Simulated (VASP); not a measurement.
W2Se, 3 atoms in the cell. It takes space group Fm-3m (No. 225, cubic). The conventional cell has a = 6.921 Å, b = 6.921 Å, c = 6.921 Å, α = 90.00°, β = 90.00°, γ = 90.00°. W (site symmetry -43m) has 4 Se at 3.00 Å as nearest neighbours. Se (site symmetry m-3m) has 8 W at 3.00 Å as nearest neighbours. The cell was built by a generator and needn't be a form met in nature.

* Program: VASP 6.6.1
* Task: single point
* Functional: r2SCAN
* Potentials or basis: VASP PAW PBE potentials, release 64 (W_sv, Se)
* Cutoff: 520 eV
* k mesh: 8 × 8 × 8
* Occupations: fermi-dirac, width 0.0338 eV
* Spin: no spin polarisation
* Dipole correction: no
* Further INCAR settings: ALGO = Normal; EDIFF = 1e-06; NBANDS = 24

Potentials or basis: VASP PAW PBE potentials, release 64 (W_sv, Se).

The run is started by

```sh
$ cat potpaw_PBE.64/W_sv/POTCAR potpaw_PBE.64/Se/POTCAR > POTCAR
$ cp INCAR.step1 INCAR
$ mpirun -np 1 vasp_std > vasp.out
$ cp INCAR.step2 INCAR
$ mpirun -np 1 vasp_std > vasp.out
```

Hardware: 1 thread of Intel(R) Xeon(R) Platinum 8559C (Emerald Rapids), on a shared host.

Problem. How long does it take, and how much memory?

Solution. Run time: 2.7 min on 1 thread of Intel(R) Xeon(R) Platinum 8559C (Emerald Rapids), on a shared host, peak memory 0.24 GiB. Counts: scf iterations 10, k points 29.
